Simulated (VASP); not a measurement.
A run of VASP 6.6.1 is set up as follows.

INCAR

```
SYSTEM = Au
ALGO = Normal ; EDIFF = 1E-7
ENCUT = 700 ; GGA = PE
ISIF = 2 ; ISMEAR = 1
LASPH = .True. ; LCHARG = .True.
LREAL = .False. ; LVHAR = .True.
LWAVE = .False. ; NELM = 80
PREC = Accurate ; SIGMA = 0.1
```

File KPOINTS:

```
k-points
0
Gamma
  18 18 18
  0 0 0
```

POSCAR

```
Au                                      
1.0
    0.0000000000      2.0782433190      2.0782433190
    2.0782433190      0.0000000000      2.0782433190
    2.0782433190      2.0782433190      0.0000000000
  Au            
     1
Direct
     0.0000000000000000    0.0000000000000000    0.0000000000000000
```

Potentials or basis: VASP PAW PBE potentials, release 64 (Au).

Run with:

```bash
$ cat potpaw_PBE.64/Au/POTCAR > POTCAR
$ mpirun -np 1 vasp_std > vasp.out
```

(1) Estimate the band gap on the k mesh.

(2) What does it give for the pressure?

Results:

(1) none (metal or under the smearing width).

(2) 0.0 GPa.
